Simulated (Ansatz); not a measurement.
# Nb(100) with 4 layers of random Nb-Al, 2x2: scattering by chemical disorder, part 2 of 2

How strongly does chemical disorder scatter in Nb(100) with 4 layers of random Nb-Al, 2x2?

Ansatz 0.2.0; Ansatz plane-wave DFT, PBE, PAW files; ballistic transport by layer matching (Landauer), zero bias; PAW set soft_1.

So far, step of the lead's potential (meV): step 2 (with 4 alloy layers) 23.6.

## (4) With 12 alloy layers

In 12 layers a share of 0.5 of the sites is given to Al at random. A fresh draw is used; the growth of the resistance with length is what counts.

System of this step: Nb(100) with 12 layers of random Nb-Al, 2x2. The cell holds 88 atoms: 64 Nb and 24 Al. Cell: a = 6.613 Å, b = 6.613 Å, c = 36.369 Å, α = 90.0°, β = 90.0°, γ = 90.0°. It derives from Nb. Regions: lead, 40 atoms (40 Nb); scattering region, 48 atoms (24 Al and 24 Nb). The structure is stacked along c, and the current runs across the ab planes.

Contents of input.yaml:

```yaml
crystal:
  lattice:
    - [6.6126, 0.0, 0.0]
    - [0.0, 6.6126, 0.0]
    - [0.0, 0.0, 36.3693]
  atoms:
    - { symbol: Nb, position: [0.0, 0.0, 0.0227272727] }
    - { symbol: Nb, position: [0.0, 0.5, 0.0227272727] }
    - { symbol: Nb, position: [0.5, 0.0, 0.0227272727] }
    - { symbol: Nb, position: [0.5, 0.5, 0.0227272727] }
    - { symbol: Nb, position: [0.25, 0.25, 0.0681818182] }
    - { symbol: Nb, position: [0.25, 0.75, 0.0681818182] }
    - { symbol: Nb, position: [0.75, 0.25, 0.0681818182] }
    - { symbol: Nb, position: [0.75, 0.75, 0.0681818182] }
    - { symbol: Nb, position: [0.0, 0.0, 0.1136363636] }
    - { symbol: Nb, position: [0.0, 0.5, 0.1136363636] }
    - { symbol: Nb, position: [0.5, 0.0, 0.1136363636] }
    - { symbol: Nb, position: [0.5, 0.5, 0.1136363636] }
    - { symbol: Nb, position: [0.25, 0.25, 0.1590909091] }
    - { symbol: Nb, position: [0.25, 0.75, 0.1590909091] }
    - { symbol: Nb, position: [0.75, 0.25, 0.1590909091] }
    - { symbol: Nb, position: [0.75, 0.75, 0.1590909091] }
    - { symbol: Nb, position: [0.0, 0.0, 0.2045454545] }
    - { symbol: Nb, position: [0.0, 0.5, 0.2045454545] }
    - { symbol: Nb, position: [0.5, 0.0, 0.2045454545] }
    - { symbol: Nb, position: [0.5, 0.5, 0.2045454545] }
    - { symbol: Al, position: [0.25, 0.25, 0.25] }
    - { symbol: Nb, position: [0.25, 0.75, 0.25] }
    - { symbol: Al, position: [0.75, 0.25, 0.25] }
    - { symbol: Al, position: [0.75, 0.75, 0.25] }
    - { symbol: Al, position: [0.0, 0.0, 0.2954545455] }
    - { symbol: Nb, position: [0.0, 0.5, 0.2954545455] }
    - { symbol: Al, position: [0.5, 0.0, 0.2954545455] }
    - { symbol: Nb, position: [0.5, 0.5, 0.2954545455] }
    - { symbol: Nb, position: [0.25, 0.25, 0.3409090909] }
    - { symbol: Nb, position: [0.25, 0.75, 0.3409090909] }
    - { symbol: Nb, position: [0.75, 0.25, 0.3409090909] }
    - { symbol: Nb, position: [0.75, 0.75, 0.3409090909] }
    - { symbol: Al, position: [0.0, 0.0, 0.3863636364] }
    - { symbol: Al, position: [0.0, 0.5, 0.3863636364] }
    - { symbol: Nb, position: [0.5, 0.0, 0.3863636364] }
    - { symbol: Nb, position: [0.5, 0.5, 0.3863636364] }
    - { symbol: Al, position: [0.25, 0.25, 0.4318181818] }
    - { symbol: Al, position: [0.25, 0.75, 0.4318181818] }
    - { symbol: Nb, position: [0.75, 0.25, 0.4318181818] }
    - { symbol: Nb, position: [0.75, 0.75, 0.4318181818] }
    - { symbol: Al, position: [0.0, 0.0, 0.4772727273] }
    - { symbol: Al, position: [0.0, 0.5, 0.4772727273] }
    - { symbol: Al, position: [0.5, 0.0, 0.4772727273] }
    - { symbol: Al, position: [0.5, 0.5, 0.4772727273] }
    - { symbol: Nb, position: [0.25, 0.25, 0.5227272727] }
    - { symbol: Al, position: [0.25, 0.75, 0.5227272727] }
    - { symbol: Nb, position: [0.75, 0.25, 0.5227272727] }
    - { symbol: Al, position: [0.75, 0.75, 0.5227272727] }
    - { symbol: Al, position: [0.0, 0.0, 0.5681818182] }
    - { symbol: Al, position: [0.0, 0.5, 0.5681818182] }
    - { symbol: Al, position: [0.5, 0.0, 0.5681818182] }
    - { symbol: Nb, position: [0.5, 0.5, 0.5681818182] }
    - { symbol: Nb, position: [0.25, 0.25, 0.6136363636] }
    - { symbol: Nb, position: [0.25, 0.75, 0.6136363636] }
    - { symbol: Nb, position: [0.75, 0.25, 0.6136363636] }
    - { symbol: Al, position: [0.75, 0.75, 0.6136363636] }
    - { symbol: Nb, position: [0.0, 0.0, 0.6590909091] }
    - { symbol: Nb, position: [0.0, 0.5, 0.6590909091] }
    - { symbol: Nb, position: [0.5, 0.0, 0.6590909091] }
    - { symbol: Nb, position: [0.5, 0.5, 0.6590909091] }
    - { symbol: Nb, position: [0.25, 0.25, 0.7045454545] }
    - { symbol: Al, position: [0.25, 0.75, 0.7045454545] }
    - { symbol: Al, position: [0.75, 0.25, 0.7045454545] }
    - { symbol: Al, position: [0.75, 0.75, 0.7045454545] }
    - { symbol: Nb, position: [0.0, 0.0, 0.75] }
    - { symbol: Nb, position: [0.0, 0.5, 0.75] }
    - { symbol: Al, position: [0.5, 0.0, 0.75] }
    - { symbol: Al, position: [0.5, 0.5, 0.75] }
    - { symbol: Nb, position: [0.25, 0.25, 0.7954545455] }
    - { symbol: Nb, position: [0.25, 0.75, 0.7954545455] }
    - { symbol: Nb, position: [0.75, 0.25, 0.7954545455] }
    - { symbol: Nb, position: [0.75, 0.75, 0.7954545455] }
    - { symbol: Nb, position: [0.0, 0.0, 0.8409090909] }
    - { symbol: Nb, position: [0.0, 0.5, 0.8409090909] }
    - { symbol: Nb, position: [0.5, 0.0, 0.8409090909] }
    - { symbol: Nb, position: [0.5, 0.5, 0.8409090909] }
    - { symbol: Nb, position: [0.25, 0.25, 0.8863636364] }
    - { symbol: Nb, position: [0.25, 0.75, 0.8863636364] }
    - { symbol: Nb, position: [0.75, 0.25, 0.8863636364] }
    - { symbol: Nb, position: [0.75, 0.75, 0.8863636364] }
    - { symbol: Nb, position: [0.0, 0.0, 0.9318181818] }
    - { symbol: Nb, position: [0.0, 0.5, 0.9318181818] }
    - { symbol: Nb, position: [0.5, 0.0, 0.9318181818] }
    - { symbol: Nb, position: [0.5, 0.5, 0.9318181818] }
    - { symbol: Nb, position: [0.25, 0.25, 0.9772727273] }
    - { symbol: Nb, position: [0.25, 0.75, 0.9772727273] }
    - { symbol: Nb, position: [0.75, 0.25, 0.9772727273] }
    - { symbol: Nb, position: [0.75, 0.75, 0.9772727273] }
kpoints:
  mp_grid: { grid: [4, 4, 1] }
hamiltonian:
  xc: pbe
  pseudopotentials: { kind: paw, azcp: { folder: soft_1 } }
scf:
  occupations: { method: fermi_dirac, width: 0.1 }
output:
  transmission: { leads: [[0, 4]], kmesh: [8, 8], e_range: [-0.05, 0.05], de: 0.05 }
  write_potential: true
  write_density: true
  volumetric_format: npy
```

Command:

```console
$ ansatz run input.yaml --threads 4 --pin off --max-ram 15360MiB --backend cpu --events-out ev --progress --plain --runs-dir out
```

Numbers of over 12 decimals in the logs are rounded to 6 here.

Log:

```text
[...]
Crystal: 88 atoms, lattice volume = 1590.301 Å³
Basis set: ecut = 420 eV, 31009 PW (Γ)
Bands: 543, of which v1, the nominal top of the filled ones, is band 452 counted from 1 (451 counted from 0)
Symmetry: 1 space group operations
[...]
k-points: 10 of 16 (time reversal used)
[...]
SCF iter   1: F=—  HF=-304294.308116 eV  |F-HF|=—  |Δ(HF+E_count)|=         —  Δρ=7.40e-2  dr2=1.06e3  ethr=3.10e-3  ⟨swp⟩=6.2  Hψ=22356  notcnv=0  defer=4
[...]
SCF iter  10: F=-304256.016807 eV  HF=-304256.016807 eV  |F-HF|=5.65e-8  |Δ(HF+E_count)|=   5.84e-8  Δρ=1.07e-6  dr2=6.47e-8  ethr=1.11e-11  ⟨swp⟩=11.0  Hψ=20668  notcnv=0
SCF 1 converged in 10 iterations: F = -304256.016807 eV  dr2 = 6.47e-8
[...]
transmission: 226 of 2244 steps passed
transmission: 450 of 2244 steps passed
[...]
transmission: 2244 of 2244 steps passed
SCF converged after 10 iterations
Free energy (F): -304256.016807 eV
[...]
Internal energy: -304252.962248 eV  (E = F + TS)
E sigma→0 (E₀):  -304254.489527 eV
Entropy (-TS):   -3.054559 eV (-34.711 meV/atom)
Fermi energy:    14.812525 eV
[...]
--- Band table (eV; the first three rows and the last of 10) ---
  k-point 0: bands = [... 448 lower, 15.1459, 15.1485, 15.1489, 15.1537, 15.1869, 15.2064, 15.2253, 15.2483, ... 87 higher]
  k-point 1: bands = [... 448 lower, 14.9396, 14.9461, 14.9731, 14.9902, 15.0292, 15.0567, 15.0744, 15.0931, ... 87 higher]
  k-point 2: bands = [... 448 lower, 14.7256, 14.7328, 14.7419, 14.7591, 14.7697, 14.7853, 14.7970, 14.8149, ... 87 higher]
  k-point 9: bands = [... 448 lower, 14.2315, 14.2365, 14.2403, 14.2803, 14.3119, 14.3258, 14.3330, 14.3645, ... 87 higher]
--- Transmission ---
  basis      : 385 plane waves across, 66 finite elements along
  points     : 34, standing for a mesh of 8 x 8
[...]
channels       : 1.085938e1 a spin
[...]
junction   : crystal 0 to crystal 0, 0.70 to 35.41 Å
    transmission   : 1.493350e0 a spin
[...]
```

Wall time 16 min (4 threads of AMD EPYC 9R14 (Zen 4), shared host); peak memory 9.7 GiB.

This step gave:

```
free energy                                   : -304256.0168 eV
energy at zero smearing                       : -304254.4895 eV
Fermi energy                                  : 14.81 eV
transmission per spin nearest the Fermi level : 1.493
step of the lead's potential                  : 11.5 meV
```

Per spin. Transmission, zone mean against energy, zero at the Fermi level:

```csv
energy (eV),"transmission, zone mean"
-0.0500,1.52
0.0000,1.49
0.0500,1.46
```

Over the solved energies the transmission per spin lies between 1.46 and 1.52, out of 10.9 channels of the lead on average (up to 11.7).

## (5) Resistance against length

This step: Ansatz plane-wave DFT, PBE, PAW files; ballistic transport by layer matching (Landauer), zero bias; residual resistivity from the slope of the area resistance, atoms on the host's lattice; PAW set soft_1 (Ansatz 0.2.0).

Numbers from this step:

```
resistivity           : 118.9 µΩ cm
intercept             : 0.9367 fΩ m²
scatter about the fit : 0.04481 fΩ m²
```

Resistance, by row:

```csv
run,length (Å),T,channels N,RA (fΩ m²)
n4,6.613,2.556,10.92,1.691
n8,13.23,1.828,10.96,2.572
n12,19.84,1.493,10.92,3.263
```

Area resistance against length of the alloy:

```csv
length of the alloy (Å),area resistance (fΩ m²)
6.61,1.69
13.23,2.57
19.84,3.26
```

The area resistance goes from 1.7 to 3.3 fΩ m² between 6.6 and 19.8 Å, a slope of 119 µΩ cm.

By hand from the end points: (3.263 − 1.691) fΩ m² / (19.84 − 6.61) Å = 119 µΩ cm, since 1 fΩ m² per Å is 1000 µΩ cm.

## (6) What came out

| Item | Value |
| --- | --- |
| resistivity from the slope | 119 µΩ cm |
| area resistance over 6.61 Å | 1.69 fΩ m² |
| area resistance over 13.2 Å | 2.57 fΩ m² |
| area resistance over 19.8 Å | 3.26 fΩ m² |

In words: The slope gives 119 µΩ cm. The points scatter by 0.045 fΩ m² about the line, with one random draw a length in a 2x2 cell, so the slope is a rough value. Read with a model of isotropic scattering on a spherical Fermi surface and the lead's 1.9×10¹⁵ S/m², this slope means a mean free path near 3.3 Å (a rough figure, since the alloy's own channel count differs); over these lengths the model's slope is within 3 % of its bulk resistivity, though a free path of a few ångströms strains the picture. The atoms sit on the host's lattice, so scattering by size misfit is left out. With 50 % of Al, whose own structure is another, this is a hypothetical phase.

[Logs are printed without paths, hosts, clocks, repeated set-up lines and the standing remarks that a program may print on its own settings, such as how far it seeks lower states.]

[Hosts, paths, dates, database ids (printed as entryN), source tags and the programs' standing remarks are cut or masked in the printed files.]
